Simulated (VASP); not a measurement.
Wanted: the native input for a VASP 6.6.1 run.

- Task: single point
- Functional: r2SCAN
- Potentials or basis: VASP PAW PBE potentials, release 64 (Ta_pv, N)
- Cutoff: 520 eV
- k mesh: 16 × 16 × 16
- Occupations: gaussian, width 0.1 eV
- Spin: no spin polarisation
- Further INCAR settings: ALGO = Normal; EDIFF = 1e-06

The structure of TaN lies in POSCAR:

```
TaN
1.0
    0.0000000000      2.1897500000      2.1897500000
    2.1897500000      0.0000000000      2.1897500000
    2.1897500000      2.1897500000      0.0000000000
Ta N
1 1
Direct
    0.5000000000      0.5000000000      0.5000000000
    1.0000000000      0.0000000000      0.0000000000
```

The cell comes from a database or a generator and needn't be the stable form of this composition.

The input as run:

INCAR

```
PREC = Accurate
ENCUT = 520
EDIFF = 1E-6
ISMEAR = 0
SIGMA = 0.1
LREAL = F
LASPH = T
NELM = 60
ALGO = Normal
ISIF = 2
LWAVE = F
LCHARG = T
METAGGA = R2SCAN
LMIXTAU = T
LELF = T
LVHAR = T
```

KPOINTS

```
regular mesh
0
Gamma
  16 16 16
```

Potentials or basis: VASP PAW PBE potentials, release 64 (Ta_pv, N).

Run with:

```bash
$ cat potpaw_PBE.64/Ta_pv/POTCAR potpaw_PBE.64/N/POTCAR > POTCAR
$ mpirun -np 1 vasp_std > vasp.out
```

It gave:

- Pressure: 6.2 GPa
- Band gap on the k mesh: none (metal or under the smearing width)

Caveat: the PAW data sets were made with another functional, which shifts forces and pressure a little.

It took 52 s on 1 thread of Intel(R) Xeon(R) 6975P-C (Granite Rapids), with other jobs on the host, peak memory 0.18 GiB.
